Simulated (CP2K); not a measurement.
NbAs:

```
Nb As
1.0
     3.45170    0.00000    0.00000
     0.00000    3.45170    0.00000
    -1.72585   -1.72585    5.84000
Nb As
2 2
Direct
  0.00000 0.50000 0.00000
  0.25000 0.25000 0.50000
  0.58400 0.08400 0.16800
  0.83400 0.83400 0.66800
```

Base run:

| Item | Value |
| --- | --- |
| Program | CP2K 2026.2 |
| Functional | PBEsol |
| Potentials or basis | POTENTIAL_UZH Nb GTH-PBE-q13, As GTH-PBE-q5; TZVP-MOLOPT-PBE-GTH basis |
| Density cutoff | 9184 eV |
| k mesh | 8 × 8 × 8 |
| Occupations | fermi-dirac, width 0.05 eV |
| Spin | no spin polarisation |

Its results: pressure 1.4 GPa; largest force 0.314 eV/Å.

Q: After a change of settings the same cell gave: pressure 7.2 GPa; largest force 0.269 eV/Å. Which change was it?
A. functional from PBEsol to TASK
B. functional from PBEsol to rev-vdW-DF2
C. functional from PBEsol to LDA
D. functional from PBEsol to vdW-DF-cx

A: A.

Caveats: the potentials were made for another functional, which shifts forces and pressure; the basis of atomic orbitals isn't converged, which shifts pressures, moduli and gaps.
